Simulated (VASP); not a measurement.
Ga: relaxation of the atoms with PBE+D4

Sheet: Ga, a sheet with vacuum.

```
CELL_PARAMETERS angstrom
4.33047 0.00000 0.00000
-2.16523 3.75030 0.00000
0.00000 0.00000 23.80000
ATOMIC_POSITIONS crystal
Ga 0.33333 0.66667 0.29412
Ga 0.66667 0.33333 0.29412
```

The cell was built by a generator and needn't be a form met in nature.

* Program: VASP 6.6.1
* Task: relaxation of the atoms
* Functional: PBE
* Dispersion: D4
* Potentials or basis: VASP PAW PBE potentials, release 64 (Ga_d)
* Cutoff: 520 eV
* k mesh: 7 × 7 × 1
* Occupations: gaussian, width 0.05 eV
* Spin: no spin polarisation
* Dipole correction: yes
* Atoms held fixed (from 0): [0]
* Further INCAR settings: ALGO = Normal; EDIFF = 1e-06; IBRION = 2; EDIFFG = -0.01; NSW = 60

The band gap on the k mesh is none (metal or under the smearing width) and the dispersion energy per atom is -0.150 eV.

Final structure:
```yaml
crystal:
  lattice:
    - [4.33047, 0.00000, 0.00000]
    - [-2.16523, 3.75030, 0.00000]
    - [0.00000, 0.00000, 23.80000]
  atoms:
    - { symbol: Ga, position: [0.33333, 0.66667, 0.29412] }
    - { symbol: Ga, position: [0.66667, 0.33333, 0.29412] }
```

Levels at points of the mesh, in eV from the Fermi level:
| k point | band 10 | band 11 | band 12 | band 13 | band 14 | band 15 | band 16 | band 17 |
| --- | --- | --- | --- | --- | --- | --- | --- | --- |
| (0.00, 0.00, 0.00) | -14.52 | -8.17 | -0.88 | 1.28 | 1.28 | 1.64 | 3.48 | 4.22 |

Run time: 120 s on 1 thread of Intel(R) Xeon(R) Platinum 8488C (Sapphire Rapids), on a shared host, peak memory 0.46 GiB.

Caveat: the relaxation stopped at its first step, so nothing moved.
